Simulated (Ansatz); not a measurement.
# Au under strain: Au-197 nuclear quadrupole resonance

Cell: a COD entry, relaxed with PBE at fixed cell and then changed (z compressed by 2 %, ions relaxed).

```
CELL_PARAMETERS angstrom
2.90000 0.00000 0.00000
-1.45000 2.51147 0.00000
0.00000 0.00000 4.78240
ATOMIC_POSITIONS crystal
Au 0.33333 0.66667 0.75000
Au 0.66667 0.33333 0.25000
```

Atoms are numbered from 1 in the order listed; like atoms form one site, named after its first atom.

Method: Kohn–Sham DFT in Ansatz, PBE, plane waves and PAW, scalar-relativistic, 420 eV cutoff, Γ-centred 18×18×10 k-points, Fermi–Dirac smearing 0.05 eV.

Au-197: I = 3/2, Q = 547.0 mb (year-2017 value). Static lattice, zero field.

(1) At which frequencies do the Au-197 NQR lines lie?

## Answers

(1) For I = 3/2 there is one line, ν = (|C_Q|/2)(1 + η²/3)^½.

```
site  atoms  V_zz (10²¹ V/m²)  C_Q (MHz)     η  line frequencies (MHz)
  Au   1, 2              0.63       8.30  0.00                    4.15
```

An axis of threefold or higher order runs through Au, so V_zz lies along it and η is zero.

With no gap above 0.1 eV, as in a metal, the gradients converge slowly in k; expect changes of a tenth or more on a denser mesh. Spin–orbit coupling is left out, which shifts gradients on Au by a few per cent in wide-gap crystals, and can shift them far more where the calculated gap is small or absent, as here. At this changed cell the PBE pressure is 5 GPa.
